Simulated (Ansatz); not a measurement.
An Ansatz input and the part of its output that reports the observables at the nuclei.

The cell is an entry of the Crystallography Open Database (COD) whose atoms were relaxed with PBE, the cell held.

```yaml
crystal:
  lattice:
    - [3.095, 0.0, 0.0]
    - [-1.5475, 2.6803486247, 0.0]
    - [0.0, 0.0, 15.17]
  atoms:
    - { symbol: Si, position: [0.0, 0.0, 0.1250484249] }
    - { symbol: Si, position: [0.0, 0.0, 0.6250484249] }
    - { symbol: Si, position: [0.3333333333, 0.6666666667, 0.2918257749] }
    - { symbol: Si, position: [0.6666666667, 0.3333333333, 0.7918257749] }
    - { symbol: Si, position: [0.3333333333, 0.6666666667, 0.9583152732] }
    - { symbol: Si, position: [0.6666666667, 0.3333333333, 0.4583152732] }
    - { symbol: C, position: [0.0, 0.0, -0.0003283977] }
    - { symbol: C, position: [0.0, 0.0, 0.4996716023] }
    - { symbol: C, position: [0.3333333333, 0.6666666667, 0.1668332769] }
    - { symbol: C, position: [0.6666666667, 0.3333333333, 0.6668332769] }
    - { symbol: C, position: [0.3333333333, 0.6666666667, 0.8333056478] }
    - { symbol: C, position: [0.6666666667, 0.3333333333, 0.3333056478] }
kpoints:
  mp_grid: { grid: [10, 10, 2] }
scf:
  occupations: { method: fermi_dirac, width: 0.02 }
hamiltonian:
  xc: r2scan
  pseudopotentials: { kind: paw, frozen_core: stored }
output:
  forces: true
  stress: true
  populations: true
  efg: {}
  write_density: true
  write_potential: true
  elf: true
  volumetric_format: npy
```

```sh
ansatz run input.yaml --threads 1 --pin off --max-ram 3072MiB --backend cpu --events-out ev --progress --plain --runs-dir out
```

Of the output, the block on the nuclei alone is shown; the set-up, the SCF iterations, energies, forces and stress are cut. One atom of each set with nearly equal values is shown.

```
--- PAW observables at the nuclei: V_zz in 10²¹ V/m², potentials from the cell's mean, atoms counted from 1 ---
  atom   1  Si V_zz =    -0.087366   η = 0.0000   by run symmetry: allowed
            electrostatic potential = -1361.313796 V   contact ρ = none
  atom   3  Si V_zz =    +0.153489   η = 0.0000   by run symmetry: allowed
            electrostatic potential = -1361.365843 V   contact ρ = none
  atom   5  Si V_zz =    +0.219174   η = 0.0000   by run symmetry: allowed
            electrostatic potential = -1361.369739 V   contact ρ = none
  atom   7  C  V_zz =    +0.185396   η = 0.0000   by run symmetry: allowed
            electrostatic potential = -418.304832 V   contact ρ = none
  atom   9  C  V_zz =    +0.026558   η = 0.0000   by run symmetry: allowed
            electrostatic potential = -418.223634 V   contact ρ = none
  atom  11  C  V_zz =    -0.004031   η = 0.0000   by run symmetry: allowed
            electrostatic potential = -418.283905 V   contact ρ = none
```

The run took 14 s of wall time (14 s of CPU time) and 0.67 GiB at its peak, on 1 thread of AMD EPYC 9R14 (Zen 4) (x86_64; 16 cores open to the job, memory cap 3.0 GiB, no GPU), a shared host with a load of 0.2 a core.
